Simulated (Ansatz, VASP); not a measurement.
One calculation of Ca2Se, two programs

```
Ca Se
1.0
     4.24669    0.00000    0.00000
     0.00000    4.24669    0.00000
     0.00000    0.00000    6.62023
Ca Se
2 1
Direct
  0.00000 0.50000 0.28135
  0.50000 0.00000 0.71865
  0.00000 0.00000 0.00000
```

Alike in both runs: functional PBE; k mesh 4 × 4 × 4; occupations gaussian, width 0.1 eV; no spin polarisation.

Ansatz relaxed the structure, and its values are those at the end. VASP's run is a single point on that final structure, the one shown.

|  | VASP | Ansatz |
| --- | --- | --- |
| version | VASP 6.6.1 | Ansatz 0.2.0 |
| potentials or method | VASP PAW PBE potentials, release 64 (Ca_sv, Se) | scalar-relativistic, plane waves, PAW |
| plane-wave cutoff (eV) | 520 | 420 |
| valence electrons in the cell | 26 | 36 |

```tsv
	VASP	Ansatz	Ansatz less VASP
gap on the k mesh at the Fermi level (eV)	none	none	-
pressure (GPa)	0.1	0.0	-0.07
rms of the force components (eV/Å)	0.015	0.006	-0.0085
```

A gap of «none» marks a metal or a gap that the smearing closes. The two sets of potentials don't hold the same shells in valence.

Caveats: the k mesh is coarse (spacing up to 0.37 Å⁻¹), so the values aren't converged.
